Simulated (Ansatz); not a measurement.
# CdTe (CsCl type): Wannier functions and tight-binding models, part 3 of 3

Where do the localised orbitals of CdTe (CsCl type) sit, how far are they spread, and how do the settings change that? The runs, in order: PBE, anion s p, 4×4×4; PBE, anion s p, 6×6×6; PBE, anion p, 4×4×4; PBE, all s p, disentangled, 4×4×4; PBE, metal d and anion p, 4×4×4; PBE, metal d, 4×4×4; r2SCAN, anion s p, 4×4×4; r2SCAN, metal d and anion p, 4×4×4; r2SCAN, metal d, 4×4×4 (level, trial orbitals, Wannier mesh).

Ansatz 0.2.0; plane waves, PAW; no spin-orbit coupling unless a run is so named.

**7. PBE, metal d, 4×4×4**

input.yaml

```yaml
crystal:
  lattice:
    - [3.7610754505, 0.0, 0.0]
    - [0.0, 3.7610754505, 0.0]
    - [0.0, 0.0, 3.7610754505]
  atoms:
    - { symbol: Cd, position: [0.0, 0.0, 0.0] }
    - { symbol: Te, position: [0.5, 0.5, 0.5] }
kpoints:
  mp_grid: { grid: [6, 6, 6] }
  band_path:
    path:
      - [[0.0, 0.0, 0.0], [-9.008822214751e-53, 0.5, -8.376299919453e-70], [0.5, 0.5, -1.706896488999e-35], [0.0, 0.0, 0.0], [0.5, 0.5, 0.5], [-9.008822214751e-53, 0.5, -8.376299919453e-70]]
      - [[0.5, 0.5, 0.5], [0.5, 0.5, -1.706896488999e-35]]
    npoints: 10
hamiltonian:
  xc: pbe
scf:
  occupations: { method: fermi_dirac, width: 0.02 }
  n_extra_bands: 6
output:
  forces: false
  stress: false
  eigenvalues: true
  wannier:
    kmesh: [4, 4, 4]
    projections: [{ species: Cd, l: d, shell: 4 }]
    minimise: true
    write_hr: true
    conv_tol: 1.0e-08
    max_iter: 3000
  write_density: true
  write_potential: true
  elf: true
  volumetric_format: npy
```

On the command line:

```console
$ ansatz run input.yaml --threads 4 --pin off --max-ram 3686MiB --backend cpu --events-out ev --progress --plain --runs-dir out
```

Output:

```text
Warning: RAYON_NUM_THREADS=4 ignored (pool sized by the plan → 4); use --threads N
scf.n_extra_bands = 6 over 18 filled bands (N_el = 36.0): the run solves 24 bands
Engine: ansatz 0.2.0, aarch64-unknown-linux-gnu
Pseudopotentials: kind: paw
Pseudopotential: Cd, paw, valence charge 20, recommended cutoff 420 eV (normal), Cd.paw.azcp
Pseudopotential: Te, paw, valence charge 16, recommended cutoff 420 eV (normal), Te.paw.azcp
Functional definition: PBE
  parameter kappa = 0.804
  parameter beta = 0.06672455060314922
  exchange = pbe_x(kappa = kappa, mu = beta*pi^2/3)
  correlation = pbe_c(beta = beta)
Crystal: 2 atoms, lattice volume = 53.203 Å³
Basis set: ecut = 420 eV, 1021 PW (Γ)
Bands: 24, of which v1, the nominal top of the filled ones, is band 18 counted from 1 (17 counted from 0)
Symmetry: 48 space group operations
Space group: Pm-3m (ITA 221), of the structure as read, at distance tolerance 3.8e-5 Å
k-points: 20 of 216
Non-local potential: Cd, projectors of the file, l = 0: 3, l = 1: 2, l = 2: 2, l = 3: 1
Non-local potential: Te, projectors of the file, l = 0: 2, l = 1: 2, l = 2: 2, l = 3: 2
PAW form: soft (Blöchl's): semilocal exchange-correlation on the pseudo side does not see the compensation charge
PAW one-centre angular grid: Cd, 590 points (default); XC on 64 Gauss nodes
PAW one-centre angular grid: Te, 590 points (default); XC on 64 Gauss nodes
Initial density: superposition of atomic densities (neutral atoms: chi_scale 0, normalization atom), corrected by the library's trained network
Initial wavefunctions: pseudopotential atomic-orbital guess
Functional: x = pbe(κ = 0.804, μ = 0.2195149727645171), c = pbe(β = 0.06672455060314922)
SCF iter   1: F=—  HF=-15234.299737 eV  |F-HF|=—  |Δ(HF+E_count)|=         —  Δρ=1.58e-3  dr2=1.40e-3  ethr=1.77e-3  ⟨swp⟩=6.3  Hψ=2349  notcnv=0  defer=1
preconditioner: auto → Resta (q_TF=auto, 2.556 Å⁻¹)  ε∞=3.9  [insulator: Δε(μ)=0.144 eV  Ē_g=12.780 eV  σ=0.020 eV  W_gap=0.79  n_scr=18 (ndim 8)  ℏωp=21.6 eV  f_vac=0.000  D(μ)=1.86/eV (n_scr^D=18)  ε∞_Penn≈3.9]
SCF iter   2: F=—  HF=-15234.299549 eV  |F-HF|=—  |Δ(HF+E_count)|=   1.88e-4  Δρ=8.31e-4  dr2=3.87e-4  ethr=3.89e-6  ⟨swp⟩=2.2  Hψ=858  notcnv=0  defer=18
SCF iter   3: F=—  HF=-15234.299572 eV  |F-HF|=—  |Δ(HF+E_count)|=   2.34e-5  Δρ=1.82e-4  dr2=1.08e-5  ethr=1.07e-6  ⟨swp⟩=2.0  Hψ=618  notcnv=0  defer=18
SCF iter   4: F=—  HF=-15234.299578 eV  |F-HF|=—  |Δ(HF+E_count)|=   5.17e-6  Δρ=5.57e-5  dr2=1.34e-6  ethr=3.01e-8  ⟨swp⟩=2.1  Hψ=779  notcnv=0  defer=18
SCF iter   5: F=—  HF=-15234.299579 eV  |F-HF|=—  |Δ(HF+E_count)|=   9.50e-7  Δρ=1.56e-5  dr2=1.15e-7  ethr=3.71e-9  ⟨swp⟩=2.0  Hψ=604  notcnv=0  defer=18
SCF iter   6: F=-15234.299579 eV  HF=-15234.299579 eV  |F-HF|=1.19e-9  |Δ(HF+E_count)|=   5.63e-8  Δρ=2.52e-6  dr2=2.39e-9  ethr=2.78e-10  ⟨swp⟩=6.8  Hψ=1647  notcnv=0
SCF 1 converged in 6 iterations: F = -15234.299579 eV  dr2 = 2.39e-9
NSCF: frozen V_eff on 62 k-points
NSCF: frozen V_eff on 13 k-points
the Wannier pass solved 13 of the 64 points of its mesh, and has the states at the others by symmetry: states obtained by the crystal's operations at points that were solved too leave a residual of 4.30e-13 eV (read by the count's bands and the next), within 4.17e-6 eV
SCF converged after 6 iterations
Free energy (F): -15234.299579 eV
Harris-Foulkes:  -15234.299579 eV  (|F-HF|=1.19e-9)
Internal energy: -15234.297247 eV  (E = F + TS)
E sigma→0 (E₀):  -15234.298413 eV
Entropy (-TS):   -0.002332 eV (-1.166 meV/atom)
Fermi energy:    11.529895 eV
--- Per-component energies (eV) ---
  E_band       = -662.228260
  E_kinetic    = 685.248504
  E_local      = -4276.475415  (includes V_loc(G=0)·N_el)
  E_nonlocal   = -277.173807
  E_hartree    = 2226.035572
  E_xc         = -300.694224
  E_vxc        = -325.311940  (∫ρ·V_xc dr)
  E_paw        = -8745.723046  (= ΣΔE_a)
  E_vpaw       = -920.585826  (= ΣTr[D̂ρ^β])
  E_aug_tail   = -0.000198  (compensation charges beyond the density's cutoff)
  E_ewald      = -4545.514634
  E_smearing   = -0.002332  (= −TS)
  E_closure    = 0.000000  (closes the sum)
  Σ components = -15234.299579   (vs F -15234.299579, Δ=0.00e0)
--- Band table (eV; the first three rows and the last of 20) ---
  k-point 0: bands = ["-90.9484", "-52.0111", "-52.0111", "-52.0111", "-25.3654", "-25.3654", "-25.3578", "-25.3578", "-25.3578", "-0.8257", "2.9511", "2.9511", "3.2228", "3.2228", "3.2228", "10.3853", "10.4753", "10.4753", "10.4753", "16.4049", "16.4049", "20.9979", "20.9979", "20.9979"]
  k-point 1: bands = ["-90.9483", "-52.0114", "-52.0110", "-52.0110", "-25.3653", "-25.3632", "-25.3583", "-25.3583", "-25.3578", "-0.6250", "2.9585", "2.9948", "3.1838", "3.1838", "3.2249", "8.2240", "10.7502", "10.7502", "12.0032", "16.5658", "17.5691", "19.7264", "19.7264", "19.8477"]
  k-point 2: bands = ["-90.9483", "-52.0120", "-52.0110", "-52.0110", "-25.3652", "-25.3594", "-25.3594", "-25.3589", "-25.3577", "-0.1351", "2.9734", "3.0579", "3.1086", "3.1086", "3.2292", "6.3089", "11.4135", "11.4135", "13.1582", "16.6245", "16.9914", "17.7807", "17.7807", "20.9961"]
  k-point 19: bands = ["-90.9483", "-52.0122", "-52.0122", "-52.0122", "-25.3619", "-25.3619", "-25.3619", "-25.3521", "-25.3521", "1.6822", "2.8302", "2.8302", "2.8302", "3.3591", "3.3591", "9.1961", "9.1961", "9.1961", "11.9236", "12.3933", "12.3933", "12.3933", "27.6883", "27.6883"]
Wannier search: line search 1 of at most 3000: gauge-dependent spread (as the search counts it) 0.0316482 Å², largest recent change 6.5e-4 Å² and fall left 1.1e-8 Å² against conv_tol 1.0e-8 Å², 0 stops escaped
```

Wall time 2.7 s (4 threads of Arm Neoverse N1, shared host); peak memory 0.32 GiB.

wannier.win names the bands that the functions span: 11-15 (counted from 1; 18 are filled by count, though the bands overlap).

The head of wannier.spreads.toml:

```toml
omega_i_ang2 = 4.417196521790544
omega_d_ang2 = 0.00000000000000000000006120715294167505
omega_od_ang2 = 0.03164820345574417
omega_total_ang2 = 4.448844725246288
least_projectability = 0.772799227762905
b_vectors_match_mmn = true
n_iter = 7
converged = true
rejected_fitted_steps = 0
```

The functions (centres in Å, on-site energies from the highest level of the last filled band):

| n | x | y | z | spread (Å²) | on-site (eV) | nearest atoms | distance (Å) |
| --- | --- | --- | --- | --- | --- | --- | --- |
| 1 | 0.000 | 0.000 | 0.000 | 0.662 | -8.804 | Cd1 | 0.00 |
| 2 | 0.000 | 0.000 | 0.000 | 1.042 | -8.783 | Cd1 | 0.00 |
| 3 | 0.000 | 0.000 | 0.000 | 1.042 | -8.783 | Cd1 | 0.00 |
| 4 | 0.000 | 0.000 | 0.000 | 0.662 | -8.804 | Cd1 | 0.00 |
| 5 | 0.000 | 0.000 | 0.000 | 1.042 | -8.783 | Cd1 | 0.00 |

The largest hoppings ⟨m, 0|H|n, R⟩, one of each Hermitian pair (signs follow the phases of the functions):

| m | n | R | distance (Å) | t (eV) |
| --- | --- | --- | --- | --- |
| 1 | 1 | 0 0 1 | 3.76 | -0.060 |
| 4 | 4 | 0 1 0 | 3.76 | -0.048 |
| 4 | 4 | 1 0 0 | 3.76 | -0.048 |
| 5 | 5 | 0 0 1 | 3.76 | 0.031 |
| 2 | 2 | 0 1 0 | 3.76 | 0.031 |
| 3 | 3 | 1 0 0 | 3.76 | 0.031 |
| 1 | 1 | 0 1 0 | 3.76 | -0.024 |
| 1 | 1 | 1 0 0 | 3.76 | -0.024 |
| 2 | 2 | 1 -1 0 | 5.32 | -0.023 |
| 5 | 5 | 1 0 -1 | 5.32 | -0.023 |
| 3 | 3 | 1 1 0 | 5.32 | -0.023 |
| 3 | 3 | 1 0 1 | 5.32 | -0.023 |
| 2 | 2 | 0 1 -1 | 5.32 | -0.023 |
| 5 | 5 | 0 1 -1 | 5.32 | -0.023 |

Interpolated bands at the corners of the path, eV from the highest level of the last filled band:

| point | e1 | e2 | e3 | e4 | e5 |
| --- | --- | --- | --- | --- | --- |
| Γ | -8.98 | -8.98 | -8.71 | -8.71 | -8.71 |
| X | -8.96 | -8.88 | -8.86 | -8.86 | -8.70 |
| M | -8.87 | -8.80 | -8.80 | -8.58 | -8.31 |
| Γ | -8.98 | -8.98 | -8.71 | -8.71 | -8.71 |
| R | -9.11 | -9.11 | -9.11 | -8.58 | -8.58 |
| X | -8.96 | -8.88 | -8.86 | -8.86 | -8.70 |
| R | -9.11 | -9.11 | -9.11 | -8.58 | -8.58 |
| M | -8.87 | -8.80 | -8.80 | -8.58 | -8.31 |

Along the path each interpolated band stays within 0.04, 0.03, 0.09, 0.02, 0.04 eV of the nearest computed level, from the lowest band up.

**8. r2SCAN, anion s p, 4×4×4**

input.yaml: that of step 7 with these lines changed.

```diff
@@ -16,3 +16,3 @@
 hamiltonian:
-  xc: pbe
+  xc: r2scan
 scf:
@@ -26,3 +26,3 @@
     kmesh: [4, 4, 4]
-    projections: [{ species: Cd, l: d, shell: 4 }]
+    projections: [{ species: Te, l: s, shell: 5 }, { species: Te, l: p, shell: 5 }]
     minimise: true
```

On the command line:

```console
$ ansatz run input.yaml --threads 4 --pin off --max-ram 3686MiB --backend cpu --events-out ev --progress --plain --runs-dir out
```

Output, cut to the lines that bear on the results:

```text
Warning: RAYON_NUM_THREADS=4 ignored (pool sized by the plan → 4); use --threads N
scf.n_extra_bands = 6 over 18 filled bands (N_el = 36.0): the run solves 24 bands
[...]
[... 1 set-up line as earlier in the session ...]
Pseudopotential: Cd, paw, valence charge 20, recommended cutoff 500 eV (meta_gga), Cd.paw.azcp
Pseudopotential: Te, paw, valence charge 16, recommended cutoff 500 eV (meta_gga), Te.paw.azcp
Functional definition: r2SCAN
[...]
Crystal: 2 atoms, lattice volume = 53.203 Å³
[...]
SCF converged after 7 iterations
Free energy (F): -15262.905792 eV
[...]
E sigma→0 (E₀):  -15262.903481 eV
Entropy (-TS):   -0.004622 eV (-2.311 meV/atom)
Fermi energy:    11.410973 eV
[...]
--- Band table (eV; the first three rows and the last of 20) ---
[... band rows left out ...]
[...]
Wannier search: line search 1 of at most 3000: gauge-dependent spread (as the search counts it) 2.1593154 Å², largest recent change 1.6e-1 Å² and fall left 1.4e-4 Å² against conv_tol 1.0e-8 Å², 0 stops escaped
```

It took 5.4 s on 4 threads of Arm Neoverse N1, shared host; peak memory 0.42 GiB.

wannier.win names the bands that the functions span: 10, combinations of 16-19 (counted from 1; 18 are filled by count, though the bands overlap). Combinations are drawn from entangled bands, so such a model needn't follow any one band.

The head of wannier.spreads.toml:

```toml
omega_i_ang2 = 9.153278718154546
omega_d_ang2 = 0.007122614563858359
omega_od_ang2 = 1.306440927752783
omega_total_ang2 = 10.466842260471187
least_projectability = 0.7364279532756052
b_vectors_match_mmn = true
n_iter = 39
converged = true
rejected_fitted_steps = 0
```

The functions (centres in Å, on-site energies from the highest level of the last filled band):

| n | x | y | z | spread (Å²) | on-site (eV) | nearest atoms | distance (Å) |
| --- | --- | --- | --- | --- | --- | --- | --- |
| 1 | 1.546 | 1.546 | 1.546 | 2.547 | -5.753 | Te2 | 0.58 |
| 2 | 1.790 | 1.790 | 2.412 | 2.640 | -5.102 | Te2 | 0.55 |
| 3 | 2.412 | 1.790 | 1.790 | 2.640 | -5.102 | Te2 | 0.55 |
| 4 | 1.790 | 2.412 | 1.790 | 2.640 | -5.101 | Te2 | 0.55 |

Along the path each interpolated band stays within 0.05, 0.54, 0.21, 0.10 eV of the nearest computed level, from the lowest band up.

**9. r2SCAN, metal d and anion p, 4×4×4**

input.yaml: that of step 8 with these lines changed.

```diff
@@ -26,3 +26,3 @@
     kmesh: [4, 4, 4]
-    projections: [{ species: Te, l: s, shell: 5 }, { species: Te, l: p, shell: 5 }]
+    projections: [{ species: Cd, l: d, shell: 4 }, { species: Te, l: p, shell: 5 }]
     minimise: true
```

On the command line:

```console
$ ansatz run input.yaml --threads 4 --pin off --max-ram 3686MiB --backend cpu --events-out ev --progress --plain --runs-dir out
```

Output, cut to the lines that bear on the results:

```text
Warning: RAYON_NUM_THREADS=4 ignored (pool sized by the plan → 4); use --threads N
scf.n_extra_bands = 6 over 18 filled bands (N_el = 36.0): the run solves 24 bands
[...]
[... 4 set-up lines as earlier in the session ...]
[...]
Crystal: 2 atoms, lattice volume = 53.203 Å³
[...]
SCF converged after 7 iterations
Free energy (F): -15262.905792 eV
[...]
E sigma→0 (E₀):  -15262.903481 eV
Entropy (-TS):   -0.004622 eV (-2.311 meV/atom)
Fermi energy:    11.410973 eV
[...]
--- Band table (eV; the first three rows and the last of 20) ---
[... band rows left out ...]
[...]
Wannier search: line search 1 of at most 3000: gauge-dependent spread (as the search counts it) 0.4189881 Å², largest recent change 7.9e-2 Å² and fall left 1.1e-4 Å² against conv_tol 1.0e-8 Å², 0 stops escaped
```

It took 5.7 s on 4 threads of Arm Neoverse N1, shared host; peak memory 0.42 GiB.

wannier.win names the bands that the functions span: 11-15, combinations of 16-19 (counted from 1; 18 are filled by count, though the bands overlap). Combinations are drawn from entangled bands, so such a model needn't follow any one band.

The head of wannier.spreads.toml:

```toml
omega_i_ang2 = 11.73069661455554
omega_d_ang2 = 0.00000000000000000000000030406424022498256
omega_od_ang2 = 0.4188200617368694
omega_total_ang2 = 12.14951667629241
least_projectability = 0.6819123838783603
b_vectors_match_mmn = true
n_iter = 8
converged = true
rejected_fitted_steps = 0
```

The functions (centres in Å, on-site energies from the highest level of the last filled band):

| n | x | y | z | spread (Å²) | on-site (eV) | nearest atoms | distance (Å) |
| --- | --- | --- | --- | --- | --- | --- | --- |
| 1 | 0.000 | 0.000 | 0.000 | 0.567 | -9.315 | Cd1 | 0.00 |
| 2 | 0.000 | 0.000 | 0.000 | 0.825 | -9.148 | Cd1 | 0.00 |
| 3 | 0.000 | 0.000 | 0.000 | 0.825 | -9.148 | Cd1 | 0.00 |
| 4 | 0.000 | 0.000 | 0.000 | 0.567 | -9.315 | Cd1 | 0.00 |
| 5 | 0.000 | 0.000 | 0.000 | 0.825 | -9.148 | Cd1 | 0.00 |
| 6 | 1.881 | 1.881 | 1.881 | 2.847 | -3.205 | Te2 | 0.00 |
| 7 | 1.881 | 1.881 | 1.881 | 2.847 | -3.204 | Te2 | 0.00 |
| 8 | 1.881 | 1.881 | 1.881 | 2.847 | -3.204 | Te2 | 0.00 |

Along the path each interpolated band stays within 0.01, 0.01, 0.07, 0.03, 0.04, 0.54, 0.25, 0.05 eV of the nearest computed level, from the lowest band up.

**10. r2SCAN, metal d, 4×4×4**

input.yaml: that of step 9 with these lines changed.

```diff
@@ -26,3 +26,3 @@
     kmesh: [4, 4, 4]
-    projections: [{ species: Cd, l: d, shell: 4 }, { species: Te, l: p, shell: 5 }]
+    projections: [{ species: Cd, l: d, shell: 4 }]
     minimise: true
```

On the command line:

```console
$ ansatz run input.yaml --threads 4 --pin off --max-ram 3686MiB --backend cpu --events-out ev --progress --plain --runs-dir out
```

Output, cut to the lines that bear on the results:

```text
Warning: RAYON_NUM_THREADS=4 ignored (pool sized by the plan → 4); use --threads N
scf.n_extra_bands = 6 over 18 filled bands (N_el = 36.0): the run solves 24 bands
[...]
[... 4 set-up lines as earlier in the session ...]
[...]
Crystal: 2 atoms, lattice volume = 53.203 Å³
[...]
SCF converged after 7 iterations
Free energy (F): -15262.905792 eV
[...]
E sigma→0 (E₀):  -15262.903481 eV
Entropy (-TS):   -0.004622 eV (-2.311 meV/atom)
Fermi energy:    11.410973 eV
[...]
--- Band table (eV; the first three rows and the last of 20) ---
[... band rows left out ...]
[...]
Wannier search: line search 1 of at most 3000: gauge-dependent spread (as the search counts it) 0.0377127 Å², largest recent change 5.3e-4 Å² and fall left 8.2e-9 Å² against conv_tol 1.0e-8 Å², 0 stops escaped
```

It took 4.3 s on 4 threads of Arm Neoverse N1, shared host; peak memory 0.42 GiB.

wannier.win names the bands that the functions span: 11-15 (counted from 1; 18 are filled by count, though the bands overlap).

The head of wannier.spreads.toml:

```toml
omega_i_ang2 = 4.478550080544977
omega_d_ang2 = 0.000000000000000000000012443773107277324
omega_od_ang2 = 0.03771264227907643
omega_total_ang2 = 4.516262722824053
least_projectability = 0.7386500716758443
b_vectors_match_mmn = true
n_iter = 6
converged = true
rejected_fitted_steps = 0
```

The functions (centres in Å, on-site energies from the highest level of the last filled band):

| n | x | y | z | spread (Å²) | on-site (eV) | nearest atoms | distance (Å) |
| --- | --- | --- | --- | --- | --- | --- | --- |
| 1 | 0.000 | 0.000 | 0.000 | 0.632 | -9.344 | Cd1 | 0.00 |
| 2 | 0.000 | 0.000 | 0.000 | 1.084 | -9.312 | Cd1 | 0.00 |
| 3 | 0.000 | 0.000 | 0.000 | 1.084 | -9.312 | Cd1 | 0.00 |
| 4 | 0.000 | 0.000 | 0.000 | 0.632 | -9.344 | Cd1 | 0.00 |
| 5 | 0.000 | 0.000 | 0.000 | 1.084 | -9.312 | Cd1 | 0.00 |

Along the path each interpolated band stays within 0.04, 0.04, 0.12, 0.03, 0.04 eV of the nearest computed level, from the lowest band up.

**11. Comparison**

| run | functions | total spread (Å²) | invariant part (Å²) | mean spread (Å²) | largest miss of a band (eV) | time |
| --- | --- | --- | --- | --- | --- | --- |
| PBE, anion s p, 4×4×4 | 4 | 10.586 | 9.235 | 2.647 | 0.60 | 2.8 s |
| PBE, anion s p, 6×6×6 | 4 | 12.110 | 10.678 | 3.027 | 0.46 | 4 s |
| PBE, anion p, 4×4×4 | 3 | 9.605 | 9.521 | 3.202 | 0.64 | 2.7 s |
| PBE, all s p, disentangled, 4×4×4 | 8 | 16.800 | 13.468 | 2.100 | 0.87 | 5.3 s |
| PBE, metal d and anion p, 4×4×4 | 8 | 12.218 | 11.807 | 1.527 | 0.62 | 3 s |
| PBE, metal d, 4×4×4 | 5 | 4.449 | 4.417 | 0.890 | 0.09 | 2.7 s |
| r2SCAN, anion s p, 4×4×4 | 4 | 10.467 | 9.153 | 2.617 | 0.54 | 5.4 s |
| r2SCAN, metal d and anion p, 4×4×4 | 8 | 12.150 | 11.731 | 1.519 | 0.54 | 5.7 s |
| r2SCAN, metal d, 4×4×4 | 5 | 4.516 | 4.479 | 0.903 | 0.12 | 4.3 s |

**12. Summary of results**

This closing draws on all 3 parts.

| quantity | value |
| --- | --- |
| total spread, PBE, anion s p, 4×4×4 | 10.59 Å² over 4 functions |
| total spread, PBE, anion s p, 6×6×6 | 12.11 Å² over 4 functions |
| total spread, PBE, anion p, 4×4×4 | 9.61 Å² over 3 functions |
| total spread, PBE, all s p, disentangled, 4×4×4 | 16.80 Å² over 8 functions |
| total spread, PBE, metal d and anion p, 4×4×4 | 12.22 Å² over 8 functions |
| total spread, PBE, metal d, 4×4×4 | 4.45 Å² over 5 functions |
| total spread, r2SCAN, anion s p, 4×4×4 | 10.47 Å² over 4 functions |
| total spread, r2SCAN, metal d and anion p, 4×4×4 | 12.15 Å² over 8 functions |
| total spread, r2SCAN, metal d, 4×4×4 | 4.52 Å² over 5 functions |
| centres of the first set | 0.55 to 0.58 Å from the nearest atom |

**Reading.** With PBE, anion s p, 4×4×4 the 4 functions move off the atoms, with a mean spread of 2.65 Å²; 87 % of the total is gauge invariant. The total spread goes from 10.59 Å² on 4×4×4 to 12.11 Å² on 6×6×6: finite differences in k understate it on coarse meshes, while the largest miss of a band goes from 0.60 to 0.46 eV. On one set and mesh the functional gives 10.59 (PBE), 10.47 (r2SCAN) Å². The disentangled models miss some band by up to 0.9 eV, which may lie outside their frozen windows.
